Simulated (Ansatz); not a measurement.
Moving the dispersion correction in TaSi2

The cell as given:

```cif
data_structure
_symmetry_space_group_name_H-M 'P 1'
_symmetry_Int_Tables_number 1
_cell_length_a 4.7839
_cell_length_b 4.7839
_cell_length_c 6.5700
_cell_angle_alpha 90.000
_cell_angle_beta 90.000
_cell_angle_gamma 120.000
_cell_volume 130.21
loop_
_atom_site_label
_atom_site_type_symbol
_atom_site_fract_x
_atom_site_fract_y
_atom_site_fract_z
_atom_site_occupancy
Ta1 Ta 0.00000 0.50000 0.33333 1
Ta2 Ta 0.50000 0.50000 0.66667 1
Ta3 Ta 0.50000 0.00000 0.00000 1
Si1 Si 0.31794 0.15897 0.33333 1
Si2 Si 0.15897 0.84103 0.66667 1
Si3 Si 0.84103 0.68206 0.00000 1
Si4 Si 0.68206 0.84103 0.33333 1
Si5 Si 0.84103 0.15897 0.66667 1
Si6 Si 0.15897 0.31794 0.00000 1
```

Kept alike: task relaxation of cell and atoms; functional BLYP; k mesh 5 × 5 × 3; occupations fermi-dirac, width 0.05 eV; no spin polarisation. Program: Ansatz, Ansatz PAW, cutoff 420 eV. The mesh is that of the run's cell of 9 atoms. No spin-orbit coupling.

| dispersion correction | volume (Å³/atom) | first edge of the run's cell (Å) | third edge of the run's cell (Å) |
| --- | --- | --- | --- |
| D3(BJ) | 14.150 | 4.759 | 6.494 |
| D4 | 14.621 | 4.817 | 6.549 |
| none | 15.366 | 4.909 | 6.626 |

The relaxations keep at least the cell's symmetry (P6_422). For a metal such a mesh leaves the last digits unconverged. Relaxations stop with a little pressure left, so the last digits of a volume or edge aren't settled. All rows use potentials made for PBE.

The volume runs from 14.150 (D3(BJ)) to 15.366 Å³/atom (none). Against no correction: D3(BJ) -7.9 %; D4 -4.8 %. Dispersion terms mostly attract and so lower the volume; the schemes' coefficients and damping set how far. The first edge of the run's cell runs from 4.759 (D3(BJ)) to 4.909 Å (none). The third edge of the run's cell runs from 6.494 (D3(BJ)) to 6.626 Å (none).
